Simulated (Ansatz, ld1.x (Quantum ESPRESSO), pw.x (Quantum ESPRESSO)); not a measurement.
# Equation-of-state test of one TM potential (zirconium (Zr))

* Element: Zr (Z = 40)
* Generator: ld1.x (Quantum ESPRESSO) 7.5
* Type: norm-conserving Troullier–Martins (Kleinman–Bylander form)
* Functional: PBEsol
* Relativity: scalar-relativistic
* Frozen core: [Kr]
* Valence charge: 4
* Reference configuration: 4d2 5s1 5p0 (charge +1)
* Partial waves: 5s (bound): rc 2.42 bohr; 5p (bound, empty): rc 3.94 bohr; 4d (bound): rc 1.78 bohr; 4f channel at 0.3 Ry: rc 3.94 bohr
* Local potential: all-electron potential smoothed inside 2.88 bohr (lloc = -2)
* Core correction: a·sin(br)/r model core inside 1.40 bohr

Atomic tests: cutoffs needed: 30 Ry and 40 Ry (the cutoffs (Ry, on a coarse ladder) from which the occupation-weighted sum of valence levels, in a spherical-Bessel basis at the reference potential, stays within 10 and 1 mRy of its value at 400 Ry); ghost test: no extra level below or beside the all-electron valence levels (s, p, d, f tested) (spherical-Bessel basis up to 400 Ry, 20 bohr box); largest excitation error: -313 meV (all-electron minus pseudo) for 4d1 5s0 5p0, out of 7 test configurations.

Crystal test: fcc Zr in pw.x 7.5, no spin, 13³ k-points, Fermi–Dirac smearing 0.01 Ry, cutoffs 50/200 Ry. The reference is all-electron LAPW (Ansatz 0.2.0) with the same functional, mesh and smearing; V0 and B0 come from Birch–Murnaghan fits to the pressures at five volumes. Errors are pseudo minus all-electron; Δ is the rms difference of the E(V) curves that follow from these fits, minima aligned, over ±6 % about the mean V0. Mesh and smearing are coarse, so the numbers serve the comparison and aren't converged zero-temperature values; the lattice is a test structure that the element need not adopt.

All-electron: a0 = 4.471 Å (V0 = 22.34 Å³/atom), B0 = 94.3 GPa.

How far does the potential miss the all-electron equation of state?

mean pressure error (GPa): -1.56; a0 (Å): 4.446; a0 error (%): -0.54; B0 error (%): +5.1; Δ (meV/atom): 7.5. The largest radius (3.94 bohr) exceeds half the bond length (2.98 bohr), so the spheres overlap, which is one possible source of error among others. This is a poor potential for the solid. The logarithmic derivative shows an extra or strongly shifted pseudo pole above the reference energy (s near 0.66 Ry).

```
V (Å³/atom)  P all-electron (GPa)  P pseudo (GPa)
     21.157                  5.57            4.00
     21.714                  2.78            1.22
     22.271                  0.28           -1.29
     22.828                 -1.98           -3.54
     23.385                 -4.02           -5.57
```

At the middle volume, how do free energy and pressure move when the wave cutoff is lowered (ecutrho kept at four times it)?

```json
{"cutoff (Ry)": "22", "shift of F (meV/atom)": "+541.8", "shift of P (GPa)": "-11.83"}
{"cutoff (Ry)": "30", "shift of F (meV/atom)": "+84.2", "shift of P (GPa)": "-2.86"}
{"cutoff (Ry)": "40", "shift of F (meV/atom)": "+4.4", "shift of P (GPa)": "-0.32"}
```

The run at the middle volume (84 k-points, 7 iterations) took about 8.9 s on one core of a shared host (Neoverse-V1, 32 threads, 247 GiB, load 20).
